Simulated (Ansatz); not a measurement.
# Ga4As4H: the cost of one run

Program: Ansatz 0.2.0. Level of theory: DFT PBEsol, scalar-relativistic, plane waves, PAW. These are calculated values, not measurements.

5 further runs of the same task are left out: 5 set aside as unsound or not needed.

### 1 The system as given

Symmetry: Pm, No. 6, monoclinic system. Conventional cell: a = 5.658 Å, b = 4.001 Å, c = 23.002 Å, α = 90.00°, β = 90.00°, γ = 90.00°. Ga (site symmetry m) is surrounded by 3 As at 2.45 Å. As (site symmetry m) is surrounded by 3 Ga at 2.45 Å. Ga (site symmetry m) is surrounded by 4 As at 2.45 to 2.48 Å. Around As (site symmetry m) lie 4 Ga at 2.45 to 2.53 Å. Around Ga (site symmetry m) lie 4 As at 2.45 to 2.53 Å. As (site symmetry m) is surrounded by 4 Ga at 2.40 to 2.48 Å. Ga (site symmetry m) has 3 As at 2.40 to 2.42 Å in its first shell of neighbours. As (site symmetry m) is surrounded by 3 Ga at 2.42 to 2.46 Å.

Coordinates:

```
CELL_PARAMETERS angstrom
4.00100 0.00000 0.00000
0.00000 5.65828 0.00000
0.00000 0.00000 23.00151
ATOMIC_POSITIONS crystal
Ga 0.50000 0.50000 0.36954
As 0.00000 0.25000 0.36954
Ga 0.00000 0.00000 0.45651
As 0.50000 0.75000 0.45651
Ga 0.50000 0.50525 0.54845
As 0.00000 0.25760 0.54357
Ga 0.00000 0.93789 0.61241
As 0.50000 0.72521 0.64066
```

Planes are indexed in the bulk's conventional cell (F-43m (No. 216)), a = 5.658 Å, b = 5.658 Å, c = 5.658 Å, α = 90.00°, β = 90.00°, γ = 90.00°.

It is a (110) slab, 6.0 Å thick as cut, with 17 Å of vacuum; its outer planes are GaAs (top) and GaAs (bottom). An earlier relaxation, lower half held, gave -34224.7745 eV, gap on the mesh 0.63 eV (a mesh can miss band crossings, so it may be none).

### 2 Start: H, top (As)

With the adsorbate the run is spin-polarised.

File input.yaml:

```yaml
crystal:
  lattice:
    - [4.0010046536, 0.0, 0.0]
    - [0.0, 5.6582750442, 0.0]
    - [0.0, 0.0, 25.0015069804]
  atoms:
    - { symbol: Ga, position: [0.5, 0.5, 0.3399795063] }
    - { symbol: As, position: [0.0, 0.25, 0.3399795063] }
    - { symbol: Ga, position: [0.0, 0.0, 0.4199947761] }
    - { symbol: As, position: [0.5, 0.75, 0.4199947761] }
    - { symbol: Ga, position: [0.5, 0.505245758, 0.5045739962] }
    - { symbol: As, position: [0.0, 0.2576006617, 0.5000867166] }
    - { symbol: Ga, position: [0.0, -0.0621055616, 0.5634242047] }
    - { symbol: As, position: [0.5, 0.7252137995, 0.5894063527] }
    - { symbol: H, position: [0.5, 0.7252137995, 0.6494027361], spin: 1.0 }
basis:
  ecutwfc: 420
kpoints:
  mp_grid: { grid: [7, 5, 1] }
hamiltonian:
  xc: pbesol
scf:
  occupations: { method: gaussian, width: 0.05 }
output:
  forces: true
  eigenvalues: true
  populations: true
magnetization:
  spin_polarized: true
relax:
  adjacent_minimum: "off"
  f_tol: 0.03
  max_steps: 70
  constraints: [{ sites: [0, 1, 2, 3] }]
efield:
  axis: 3
  dipole_correction: true
  ramp_width: 0.04
```

Started as:

```
$ ansatz run input.yaml --threads 2 --pin off --max-ram 5120MiB --backend cpu --events-out ev --progress --plain --runs-dir out
```

**Question.** How long does this run take on 2 threads of Intel Xeon 6975P-C (Granite Rapids), shared host, and how much memory does it need?

About 6.7 min, with a peak of 1.5 GiB.
